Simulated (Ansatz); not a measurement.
# Hg (R-3m) in Ansatz: settings compared

One crystal, Hg, is run at these levels: LDA, BLYP+D3(BJ), RPBE+D3(BJ); tasks: band structure, density of states.

Program: Ansatz 0.2.0. These are calculated values, not measurements. Logs are shortened: lines on timing, memory, paths and dates and some standing lists are left out, and cuts for length are marked.

## Step 1: The structure

The structure is trigonal, space group R-3m (No. 166). The conventional cell has a = 3.460 Å, b = 3.460 Å, c = 6.702 Å, α = 90.00°, β = 90.00°, γ = 120.00°. Around Hg (site symmetry -3m) lie 6 Hg at 3.00 Å.

## Step 2: Band structure, LDA, spin-orbit coupling, no magnetisation

The input, input.yaml:

```yaml
crystal:
  lattice:
    - [1.73, 0.9988159657, 2.234]
    - [-1.73, 0.9988159657, 2.234]
    - [0.0, -1.9976319314, 2.234]
  atoms:
    - { symbol: Hg, position: [0.0, 0.0, 0.0] }
kpoints:
  mp_grid: { grid: [8, 8, 8] }
  band_path:
    path:
      - [0.0, 0.0, 0.0]
      - [0.5, 0.0, 0.0]
      - [0.5, 0.2999308232, -0.2999308232]
    npoints: 10
scf:
  occupations: { method: fermi_dirac, width: 0.1 }
hamiltonian:
  xc: lda
  pseudopotentials: { kind: all_electron, lapw: { basis_error: 0.002 } }
magnetization:
  noncollinear: true
  spin_orbit: true
output:
  forces: true
  stress: true
  eigenvalues: true
basis:
  ecutwfc: 500
```

Potentials or basis: all-electron LAPW, relativistic spinors.

Started as:

```sh
$ ansatz run input.yaml --threads 1 --pin off --max-ram 2560MiB --backend cpu --events-out ev --progress --plain --runs-dir out
```

Output:

```text
Warning: RAYON_NUM_THREADS=1 ignored (pool sized by the plan → 1); use --threads N
LAPW: plane waves up to 11.456 Å⁻¹, error target 2.0e-3 eV per atom; Dirac's equation on spinors; the cutoff is typed (target and bands ask for 211.1 eV, largest radius times wave number 17.2, largest estimated error of a free atom 3.8e-8 eV); Hg in spheres of 1.498 Å, 34 of its electrons in bands (how accurate: hamiltonian.pseudopotentials.lapw.basis_error, Limitations)
Engine: ansatz 0.2.0, x86_64-unknown-linux-gnu
Pseudopotentials: kind: all_electron
Pseudopotential: Hg, LAPW, valence charge 34, lapw/all_electron/dirac/gaussian/Hg, Dirac's equation, gaussian nucleus
Functional definition: SPW92
  exchange = slater_x
  correlation = pw_c
non-collinear run that drives no moment, with spin-orbit: no starting moment large enough to seed its density (crystal.atoms[].spin), no starting occupations that ask for one, no magnetisation constraint and no magnetic field, so the semilocal B_xc is pinned to zero
Crystal: 1 atoms, lattice volume = 23.161 Å³
Basis set: ecut = 500.00000000000006 eV, 603 PW (Γ), exchange–correlation at level 2
Bands: 42, of which v1, the nominal top of the filled ones, is band 34 counted from 1 (33 counted from 0)
Symmetry: 12 space group operations + 12 with time reversal
Magnetic group: BNS 166.98 (UNI 1328), of the structure as read, at distance tolerance 2.9e-5 Å
k-points: 65 of 512
Non-local potential: Hg, projectors of the file, none
Initial density: superposition of atomic densities (chi_scale 0.1, normalization cell)
Initial wavefunctions: plane waves of lowest kinetic energy (no species holds an atomic orbital)
Functional: x = slater, c = lda
iter 1 solved again at ethr=7.57e-5 eV; its pass at ethr=1.00e-1 eV (dr2=2.57e-2 eV) is discarded
SCF iter   1: F=—  HF=-534612.636473 eV  |F-HF|=—  |Δ(HF+E_count)|=         —  Δρ=1.23e-2  dr2=2.59e-2  dr2_m=0.00e0 (ungated)  ethr=7.57e-5  |M|=0.00e0 ∫|m|=0.00e0 μB  β_m=0.30  ⟨swp⟩=3.0  Hψ=17697  notcnv=0
preconditioner: auto → Kerker (q_TF=auto, 2.909 Å⁻¹)  [metal: Δε(μ)=0.103 eV  Ē_g=14.743 eV  σ=0.100 eV  W_gap=0.25  n_scr=14 (ndim 8)  ℏωp=26.7 eV  f_vac=0.086  D(μ)=0.27/eV (n_scr^D=0)]
spin=Noncollinear: Kerker preconditioning applied to the charge; magnetization (m_x, m_y, m_z) channels mix plain (no charge-response kernel on spin).
SCF iter   2: F=—  HF=-534612.577558 eV  |F-HF|=—  |Δ(HF+E_count)|=   5.89e-2  Δρ=7.90e-3  dr2=1.16e-2  dr2_m=0.00e0 (ungated)  ethr=7.57e-5  |M|=0.00e0 ∫|m|=0.00e0 μB  β_m=0.39  ⟨swp⟩=2.0  Hψ=7819  notcnv=0
SCF iter   3: F=—  HF=-534612.566265 eV  |F-HF|=—  |Δ(HF+E_count)|=   1.13e-2  Δρ=4.52e-3  dr2=4.53e-3  dr2_m=0.00e0 (ungated)  ethr=3.42e-5  |M|=0.00e0 ∫|m|=0.00e0 μB  β_m=0.53  ⟨swp⟩=2.0  Hψ=7823  notcnv=0
SCF iter   4: F=—  HF=-534612.565265 eV  |F-HF|=—  |Δ(HF+E_count)|=   1.00e-3  Δρ=2.14e-3  dr2=1.28e-3  dr2_m=0.00e0 (ungated)  ethr=1.33e-5  |M|=0.00e0 ∫|m|=0.00e0 μB  β_m=0.69  ⟨swp⟩=2.0  Hψ=7819  notcnv=0
SCF iter   5: F=—  HF=-534612.565473 eV  |F-HF|=—  |Δ(HF+E_count)|=   2.08e-4  Δρ=8.63e-4  dr2=2.43e-4  dr2_m=0.00e0 (ungated)  ethr=3.77e-6  |M|=0.00e0 ∫|m|=0.00e0 μB  β_m=0.84  ⟨swp⟩=2.0  Hψ=7819  notcnv=0
iter 6 solved again at ethr=3.31e-8 eV; its pass at ethr=7.13e-7 eV (dr2=1.13e-5 eV) is discarded
SCF iter   6: F=—  HF=-534612.565520 eV  |F-HF|=—  |Δ(HF+E_count)|=   4.78e-5  Δρ=2.09e-4  dr2=1.13e-5  dr2_m=0.00e0 (ungated)  ethr=3.31e-8  |M|=0.00e0 ∫|m|=0.00e0 μB  β_m=0.92  ⟨swp⟩=2.0  Hψ=13362  notcnv=0
SCF iter   7: F=—  HF=-534612.565519 eV  |F-HF|=—  |Δ(HF+E_count)|=   1.08e-6  Δρ=5.76e-5  dr2=1.04e-6  dr2_m=0.00e0 (ungated)  ethr=3.31e-8  |M|=0.00e0 ∫|m|=0.00e0 μB  β_m=0.96  ⟨swp⟩=2.0  Hψ=7819  notcnv=0
SCF iter   8: F=-534612.565519 eV  HF=-534612.565519 eV  |F-HF|=1.04e-8  |Δ(HF+E_count)|=   1.80e-7  Δρ=1.49e-5  dr2=4.83e-8  dr2_m=0.00e0 (ungated)  ethr=3.05e-9  |M|=0.00e0 ∫|m|=0.00e0 μB  ⟨swp⟩=2.0  Hψ=7819  notcnv=0
SCF 1 converged in 8 iterations: F = -534612.565519 eV  dr2 = 4.83e-8
NSCF: frozen V_eff on 21 k-points
SCF converged after 8 iterations
Magnetization: |M| = 0.0000 μB,  M = (+0.0000, +0.0000, +0.0000) μB
Absolute magnetization: 0.0000 μB (∫|m|)
  site 0: m = (+0.0000, +0.0000, +0.0000) μB, |m| = 0.0000 μB  (R = 1.50 Å)
Free energy (F): -534612.565519 eV
Harris-Foulkes:  -534612.565519 eV  (|F-HF|=1.04e-8)
Internal energy: -534612.557119 eV  (E = F + TS)
E sigma→0 (E₀):  -534612.561319 eV
Entropy (-TS):   -0.008400 eV (-8.400 meV/atom)
Fermi energy:    17.963054 eV
--- Per-component energies (eV) ---
  E_band       = -1377.148404
  E_kinetic    = 616134.941791
  E_xc         = -9874.117401
  E_electrostatic = -1140873.381509  (all electrons and nuclei)
  E_smearing   = -0.008400  (= −TS)
  E_closure    = 0.000000  (closes the sum)
  E_atoms      = -534611.466953  (free atoms, spherical and without spin; not in F)
  Σ components = -534612.565519   (vs F -534612.565519, Δ=0.00e0)
  Basis errors (estimates in eV, not in F): energy 1.5e-5 per atom: plane waves 7.4e-8 (4.7e-8 summed), levels above the bands 3.0e-66, relativity 1.1e-8, radial functions 1.4e-5, core shells 9.2e-7; eigenvalues (radial functions only) 3.4e-5; not estimated: angular momenta, meshes, grids; target (lapw.basis_error) 2.0e-3; muffin-tin radii Hg 1.498 Å
--- Forces (eV/Å), atoms counted from 1 ---
  atom   1  Hg     0.00000000     0.00000000    -0.00000000
  max |Σ_I F_I| component: 1.72e-26 eV/Å
--- Stress (GPa, compression-positive) ---
       -2.054418      -0.000000      -0.000000
       -0.000000      -2.054418      -0.000000
       -0.000000      -0.000000      -5.507255
  P = ⅓ Tr σ = -3.2054 GPa (-32.054 kbar)
--- Band table (eV; the first three rows and the last of 65) ---
  k-point 0: bands = ["-96.7859", "-96.7859", "-77.0264", "-77.0264", "-77.0222", "-77.0222", "-77.0174", "-77.0174", "-72.8294", "-72.8294", "-72.8270", "-72.8270", "-72.8228", "-72.8228", "-72.8199", "-72.8199", "-58.8809", "-58.8809", "-40.3648", "-40.3648", "-40.3627", "-40.3627", "8.6801", "8.6801", "9.7886", "9.7886", "9.8172", "9.8172", "11.8134", "11.8134", "11.9164", "11.9164", "12.5463", "12.5463", "28.9034", "28.9034", "30.2356", "30.2356", "31.0098", "31.0098", "35.2633", "35.2633"]
  k-point 1: bands = ["-96.7857", "-96.7857", "-77.0264", "-77.0264", "-77.0222", "-77.0222", "-77.0174", "-77.0174", "-72.8294", "-72.8294", "-72.8270", "-72.8270", "-72.8228", "-72.8228", "-72.8199", "-72.8199", "-58.8819", "-58.8819", "-40.3714", "-40.3714", "-40.3634", "-40.3634", "9.0054", "9.0054", "9.8124", "9.8124", "9.9064", "9.9064", "11.8360", "11.8360", "11.9040", "11.9040", "12.5264", "12.5264", "27.2319", "27.2319", "29.8678", "29.8678", "30.8552", "30.8552", "35.6497", "35.6497"]
  k-point 2: bands = ["-96.7852", "-96.7852", "-77.0264", "-77.0264", "-77.0223", "-77.0223", "-77.0174", "-77.0174", "-72.8294", "-72.8294", "-72.8270", "-72.8270", "-72.8228", "-72.8228", "-72.8199", "-72.8199", "-58.8843", "-58.8843", "-40.3891", "-40.3891", "-40.3634", "-40.3634", "9.4228", "9.4228", "9.8284", "9.8284", "10.6319", "10.6319", "11.8363", "11.8363", "12.0553", "12.0553", "12.5300", "12.5300", "23.2704", "23.2704", "30.0076", "30.0076", "31.1072", "31.1072", "35.4143", "35.4143"]
  k-point 64: bands = ["-96.7819", "-96.7819", "-77.0264", "-77.0264", "-77.0223", "-77.0223", "-77.0174", "-77.0174", "-72.8294", "-72.8294", "-72.8270", "-72.8270", "-72.8229", "-72.8229", "-72.8199", "-72.8199", "-58.8978", "-58.8978", "-40.4471", "-40.4471", "-40.3956", "-40.3956", "9.6126", "9.6126", "9.9335", "9.9335", "11.2540", "11.2540", "12.6166", "12.6166", "12.9974", "12.9974", "17.6139", "17.6139", "19.3493", "19.3493", "26.2917", "26.2917", "28.0090", "28.0090", "28.7604", "28.7604"]
```

It took 2.9 min on 1 thread of Intel Xeon Platinum 8488C (Sapphire Rapids), shared host; peak memory 0.83 GiB.

What came out:

```yaml
Free_energy: -534612.5655 eV
Pressure: -3.2 GPa
Band_gap_along_the_path: none (metal or under the smearing width)
```

Stress tensor (GPa, compression positive):
```
-2.05  0.00  0.00
 0.00 -2.05  0.00
 0.00  0.00 -5.51
```

Levels at the corners of the path, in eV from the Fermi level:
| point | band 32 | band 33 | band 34 | band 35 | band 36 | band 37 |
| --- | --- | --- | --- | --- | --- | --- |
| Γ | -6.05 | -5.42 | -5.42 | 10.94 | 10.94 | 12.27 |
| L | -5.31 | -2.10 | -2.10 | -2.01 | -2.01 | 11.54 |
| B1 | -5.32 | 0.80 | 0.80 | 2.38 | 2.38 | 4.27 |

## Step 3: Band structure, BLYP+D3(BJ) (volume scaled by 0.92)

The input, input.yaml:

```yaml
crystal:
  lattice:
    - [1.6825786694, 0.9714372477, 2.1727634378]
    - [-1.6825786694, 0.9714372477, 2.1727634378]
    - [0.0, -1.9428744954, 2.1727634378]
  atoms:
    - { symbol: Hg, position_ang: [0.0, 0.0, 0.0] }
kpoints:
  mp_grid: { grid: [10, 10, 10] }
  band_path:
    path:
      - [0.0, 0.0, 0.0]
      - [0.5, 0.0, 0.0]
      - [0.5, 0.2999308232, -0.2999308232]
    npoints: 10
scf:
  occupations: { method: methfessel_paxton, width: 0.1 }
hamiltonian:
  xc: blyp
  dispersion: d3bj
  pseudopotentials:
    kind: all_electron
    lapw: { basis_error: 0.0005 }
    relativity: none
output:
  forces: true
  stress: true
  eigenvalues: true
```

Potentials or basis: all-electron LAPW, non-relativistic.

Started as:

```sh
$ ansatz run input.yaml --threads 1 --pin off --max-ram 2560MiB --backend cpu --events-out ev --progress --plain --runs-dir out
```

Output:

```text
Warning: RAYON_NUM_THREADS=1 ignored (pool sized by the plan → 1); use --threads N
LAPW: plane waves up to 8.283 Å⁻¹, error target 5.0e-4 eV per atom; Hg in spheres of 1.457 Å, 44 of its electrons in bands, Dirac shells [] (how accurate: hamiltonian.pseudopotentials.lapw.basis_error, Limitations)
[... 2 set-up lines as earlier in the session ...]
Pseudopotential: Hg, LAPW, valence charge 44, lapw/all_electron/none/Hg, Schrödinger's equation, point nucleus
Functional definition: BLYP
  parameter beta = 0.0042
  parameter a = 0.04918
  parameter b = 0.132
  parameter c = 0.2533
  parameter d = 0.349
  exchange = b88_x(beta = beta)
  correlation = lyp_c(a = a, b = b, c = c, d = d)
Crystal: 1 atoms, lattice volume = 21.309 Å³
Basis set: ecut = 261.37630633707266 eV, 209 PW (Γ), exchange–correlation at level 2
Bands: 27, of which v1, the nominal top of the filled ones, is band 22 counted from 1 (21 counted from 0)
Symmetry: 12 space group operations
Space group: R-3m (ITA 166), of the structure as read, at distance tolerance 2.8e-5 Å
k-points: 116 of 1000
[... 3 set-up lines as earlier in the session ...]
Functional: x = b88, c = lyp
iter 1 solved again at ethr=4.29e-5 eV; its pass at ethr=1.00e-1 eV (dr2=1.89e-2 eV) is discarded
SCF iter   1: F=—  HF=-501060.053575 eV  |F-HF|=—  |Δ(HF+E_count)|=         —  Δρ=1.13e-2  dr2=1.89e-2  ethr=4.29e-5  ⟨swp⟩=3.2  Hψ=19370  notcnv=0
preconditioner: auto → Kerker (q_TF=auto, 3.079 Å⁻¹)  [metal: Δε(μ)=0.047 eV  Ē_g=18.764 eV  σ=0.100 eV  W_gap=0.38  n_scr=14 (ndim 8)  ℏωp=27.9 eV  f_vac=0.088  D(μ)=0.48/eV (n_scr^D=0)]
SCF iter   2: F=—  HF=-501060.006862 eV  |F-HF|=—  |Δ(HF+E_count)|=   4.67e-2  S|Δr|=    0.00e0  Δρ=5.78e-3  dr2=5.83e-3  ethr=4.29e-5  ⟨swp⟩=2.0  Hψ=8960  notcnv=0
SCF iter   3: F=—  HF=-501060.004937 eV  |F-HF|=—  |Δ(HF+E_count)|=   1.92e-3  S|Δr|=    0.00e0  Δρ=4.30e-3  dr2=3.54e-3  ethr=1.32e-5  ⟨swp⟩=2.0  Hψ=8939  notcnv=0
SCF iter   4: F=—  HF=-501060.005132 eV  |F-HF|=—  |Δ(HF+E_count)|=   1.94e-4  S|Δr|=    0.00e0  Δρ=2.13e-3  dr2=1.02e-3  ethr=8.04e-6  ⟨swp⟩=2.0  Hψ=8942  notcnv=0
SCF iter   5: F=—  HF=-501060.005564 eV  |F-HF|=—  |Δ(HF+E_count)|=   4.32e-4  S|Δr|=    0.00e0  Δρ=8.33e-4  dr2=1.74e-4  ethr=2.33e-6  ⟨swp⟩=2.9  Hψ=9062  notcnv=0
iter 6 solved again at ethr=1.53e-8 eV; its pass at ethr=3.95e-7 eV (dr2=6.72e-6 eV) is discarded
SCF iter   6: F=—  HF=-501060.005631 eV  |F-HF|=—  |Δ(HF+E_count)|=   6.70e-5  S|Δr|=    0.00e0  Δρ=1.82e-4  dr2=6.71e-6  ethr=1.53e-8  ⟨swp⟩=2.0  Hψ=15456  notcnv=0
SCF iter   7: F=—  HF=-501060.005632 eV  |F-HF|=—  |Δ(HF+E_count)|=   7.99e-7  S|Δr|=    0.00e0  Δρ=5.15e-5  dr2=7.84e-7  ethr=1.53e-8  ⟨swp⟩=2.9  Hψ=9063  notcnv=0
SCF iter   8: F=-501060.005632 eV  HF=-501060.005632 eV  |F-HF|=2.46e-8  |Δ(HF+E_count)|=   5.63e-8  S|Δr|=    0.00e0  Δρ=1.71e-5  dr2=6.75e-8  ethr=1.78e-9  ⟨swp⟩=2.9  Hψ=9062  notcnv=0
SCF 1 converged in 8 iterations: F = -501060.005632 eV  dr2 = 6.75e-8
the search or the solves at the SCF's close seem to have found levels that the self-consistency loop had missed (the run counts 1). By its estimate they hold under 1e-12 electrons; where the run keeps them, the occupations were computed again with them
NSCF: frozen V_eff on 21 k-points
SCF converged after 8 iterations
Stability not checked: this state was not tested for a lower state beside it, because cold or Methfessel-Paxton smearing, or corrected tetrahedra, fill the levels in a way that the test cannot read (fill_not_monotonic; see scf.lower_state_search)
Free energy (F): -501060.005632 eV
Harris-Foulkes:  -501060.005632 eV  (|F-HF|=2.46e-8)
Internal energy: -501060.005451 eV  (E = F + TS)
E sigma→0 (E₀):  -501060.005587 eV
Entropy (-TS):   -0.000181 eV (-0.181 meV/atom)
Fermi energy:    22.763055 eV
--- Per-component energies (eV) ---
  E_band       = -4677.929051
  E_kinetic    = 500968.586714
  E_xc         = -9519.479090
  E_electrostatic = -992507.964339  (all electrons and nuclei)
  E_disp       = -1.148735  (pairwise vdW)
  E_smearing   = -0.000181  (= −TS)
  E_closure    = 0.000000  (closes the sum)
  E_atoms      = -501059.285756  (free atoms, spherical and without spin; not in F)
  Σ components = -501060.005632   (vs F -501060.005632, Δ=0.00e0)
  Basis errors (estimates in eV, not in F): energy 1.4e-4 per atom: plane waves 1.3e-4 (6.9e-5 summed), levels above the bands 0.0e0, relativity 0.0e0, radial functions 5.4e-6, core shells 1.5e-8; eigenvalues (radial functions only) 1.4e-5; not estimated: angular momenta, meshes, grids; target (lapw.basis_error) 5.0e-4; muffin-tin radii Hg 1.457 Å
--- Forces (eV/Å), atoms counted from 1 ---
  atom   1  Hg    -0.00000000     0.00000000    -0.00000000
  max |Σ_I F_I| component: 6.57e-32 eV/Å
--- Stress (GPa, compression-positive) ---
       16.068696      -0.000000       0.000000
       -0.000000      16.068696       0.000000
        0.000000       0.000000      32.794855
  P = ⅓ Tr σ = 21.6441 GPa (216.441 kbar)
--- Band table (eV; the first three rows and the last of 116) ---
  k-point 0: bands = ["-328.9099", "-328.9099", "-328.8995", "-328.8995", "-328.8924", "-86.0737", "-86.0736", "-86.0673", "-86.0673", "-86.0603", "-86.0603", "-86.0574", "-67.7407", "-36.0537", "-36.0537", "-36.0264", "11.9648", "11.9648", "13.1962", "13.5662", "13.5662", "13.6676", "33.4761", "34.9860", "34.9860", "40.4548", "40.4548"]
  k-point 1: bands = ["-328.9099", "-328.9099", "-328.8995", "-328.8995", "-328.8924", "-86.0737", "-86.0736", "-86.0674", "-86.0673", "-86.0603", "-86.0603", "-86.0574", "-67.7396", "-36.0614", "-36.0535", "-36.0306", "11.9808", "12.0283", "13.2472", "13.5356", "13.5541", "13.8744", "32.7925", "34.1694", "35.2320", "39.9755", "40.2225"]
  k-point 2: bands = ["-328.9099", "-328.9099", "-328.8995", "-328.8995", "-328.8924", "-86.0737", "-86.0736", "-86.0674", "-86.0673", "-86.0603", "-86.0603", "-86.0574", "-67.7366", "-36.0873", "-36.0530", "-36.0354", "12.0067", "12.0935", "13.3629", "13.4786", "13.5419", "14.6317", "29.8461", "34.3634", "35.7364", "39.1413", "39.7661"]
  k-point 115: bands = ["-328.9099", "-328.9099", "-328.8995", "-328.8995", "-328.8924", "-86.0737", "-86.0736", "-86.0674", "-86.0674", "-86.0604", "-86.0604", "-86.0573", "-67.7114", "-36.1960", "-36.1052", "-36.1052", "11.8006", "12.4169", "12.4169", "14.3230", "14.3230", "21.7115", "25.6871", "32.0853", "32.0853", "32.2433", "37.5850"]
```

bands.tsv:

```text
# k_distance	band_0	band_1	band_2	band_3	band_4	band_5	band_6	band_7	band_8	band_9	band_10	band_11	band_12	band_13	band_14	band_15	band_16	band_17	band_18	band_19	band_20	band_21	band_22	band_23	band_24	band_25	band_26
[... 27 lines left out ...]
2.188843	-351.672949	-351.672949	-351.662577	-351.662577	-351.655438	-108.836794	-108.836646	-108.830460	-108.830423	-108.823420	-108.823397	-108.820378	-90.481162	-58.921338	-58.861494	-58.860541	-10.514557	-10.348169	-9.924062	-9.496790	-8.659608	1.776890	1.786799	4.554114	4.607291	13.956359	15.721111
2.300845	-351.672949	-351.672949	-351.662577	-351.662577	-351.655438	-108.836796	-108.836643	-108.830459	-108.830430	-108.823421	-108.823403	-108.820375	-90.479635	-58.925813	-58.865290	-58.865064	-10.511995	-10.419226	-9.739412	-9.614854	-8.632457	1.927302	2.721014	4.055518	4.508482	12.970725	15.564026
```

Wall time 17 s (1 thread of Intel Xeon Platinum 8488C (Sapphire Rapids), shared host); peak memory 0.39 GiB.

What came out:

```
Free energy             : -501060.0056 eV
Pressure                : 21.6 GPa
Band gap along the path : none (metal or under the smearing width)
```

Levels at the corners of the path, in eV from the Fermi level:
| point | band 19 | band 20 | band 21 | band 22 | band 23 | band 24 | band 25 | band 26 |
| --- | --- | --- | --- | --- | --- | --- | --- | --- |
| Γ | -9.57 | -9.20 | -9.20 | -9.10 | 10.71 | 12.22 | 12.22 | 17.69 |
| L | -9.39 | -9.26 | -8.77 | -3.15 | -1.33 | 11.23 | 12.24 | 16.01 |
| B1 | -9.74 | -9.61 | -8.63 | 1.93 | 2.72 | 4.06 | 4.51 | 12.97 |

Caveat: relativity is left out, which matters for the heavier elements; spin-orbit coupling is left out, which moves the levels of the heavy elements; pairwise dispersion overbinds metals, which lowers pressure and volume.

## Step 4: Density of states, RPBE+D3(BJ), collinear spin, program default start, total moment locked

The input, input.yaml:

```yaml
crystal:
  lattice: { a: 2.9968799331, b: 2.9968799331, c: 2.9968799331, alpha: 70.5170985662, beta: 70.5170985662, gamma: 70.5170985661 }
  atoms:
    - { symbol: Hg, position: [0.0, 0.0, 0.0] }
kpoints:
  mp_grid: { grid: [10, 10, 10] }
scf:
  occupations: { method: methfessel_paxton, width: 0.15 }
hamiltonian:
  xc: rpbe
  dispersion: d3bj
  pseudopotentials:
    kind: all_electron
    lapw: { basis_error: 0.002 }
    dirac_shells: { Hg: ["4p", "4d"] }
magnetization:
  spin_polarized: true
  initial_magnetization: 0.0
  spin_locking: { lock_magnetization: hard }
output:
  forces: true
  stress: true
  eigenvalues: true
  dos: { projected: false, de: 0.1, e_range: [-10, 8] }
```

Potentials or basis: all-electron LAPW, inner shells corrected to Dirac's equation.

Started as:

```sh
$ ansatz run input.yaml --threads 1 --pin off --max-ram 2560MiB --backend cpu --events-out ev --progress --plain --runs-dir out
```

Wall time 19 s (1 thread of Intel Xeon Platinum 8488C (Sapphire Rapids), shared host); peak memory 0.43 GiB.

The run converged. Its results:

```
Free energy     : -534912.3245 eV
Absolute moment : 0.00 μB per cell
```

Caveat: the total moment is fixed, so each spin has its own Fermi level. The run has no spin-orbit coupling, so splittings on Hg are missing.

## Step 5: Overview

```tsv
task	level	potentials or basis	spin	fixed moment (μB)	cell	k mesh	cutoff (eV)	smearing	basis error allowed	other keys	pressure (GPa)
band structure	LDA	all-electron LAPW, relativistic spinors	SOC, no magnetisation	-	as given	8 × 8 × 8	500	fermi-dirac 0.1 eV	0.002 eV/atom	basis.ecutwfc = 500	-3.2
band structure	BLYP+D3(BJ)	all-electron LAPW, non-relativistic	off	-	volume scaled by 0.92	10 × 10 × 10	261	methfessel-paxton 0.1 eV	0.0005 eV/atom	-	21.6
density of states	RPBE+D3(BJ)	all-electron LAPW, inner shells corrected to Dirac's equation	collinear, program default start, total moment locked	0.0	as given	10 × 10 × 10	211	methfessel-paxton 0.15 eV	0.002 eV/atom	-	-
```

Caveats: relativity is left out, which matters for the heavier elements (some runs); spin-orbit coupling is left out, which moves the levels of the heavy elements (some runs); pairwise dispersion overbinds metals, which lowers pressure and volume (some runs); the total moment is fixed, so each spin has its own Fermi level (some runs).

Compare energies only between runs with the same functional and basis.
